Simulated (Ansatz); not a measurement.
Rows from a G0W0 calculation on S on the Br site (charge -1) in KBr (32-atom cell) (Ansatz 0.2.0; G0W0 on LDA, plane waves, PAW; PAW set soft_1; 2×2×2 mesh, 1213 empty bands, screening to 90 eV, PAW set soft_1 files), in eV. Spin-orbit coupling is left out.

```tsv
row	k	band	start	Σx	Σc at the solution	Vxc
A	Γ	c5	7.193	-4.968	-3.195	-9.458
B	Γ	c1	4.755	-4.456	-2.991	-8.575
C	Γ	v1	2.721	-16.636	2.223	-13.493
D	Γ	v4	0.665	-19.343	2.357	-15.701
E	Γ	c2	6.303	-3.251	-3.060	-7.627
```

Question: Work out each quasiparticle level and how far it moved.

The quasiparticle equation reads E = start + Σx + Σc(E) − Vxc.

```tsv
row	E (eV)	shift (eV)
A	8.487	+1.294
B	5.883	+1.128
C	1.801	−0.920
D	-0.620	−1.285
E	7.619	+1.316
```

Limits: not at the basis limit; charged cell, levels uncorrected; no spin-orbit coupling.

[Paths, hosts, dates, memory and timing lines, banners, echoed tables and standing remarks are left out of the program output.]

[Logs are printed without paths, hosts, clocks, repeated set-up lines and the standing remarks that a program may print on its own settings, such as how far it seeks lower states.]

[Runs of the session that timed out or met a known fault of the program may be left out.]

[Cells called generated may have been cut or substituted from an entry of the Crystallography Open Database or the Materials Project.]

[Hosts, paths, dates, database ids (printed as entryN), source tags and the programs' standing remarks are cut or masked in the printed files.]
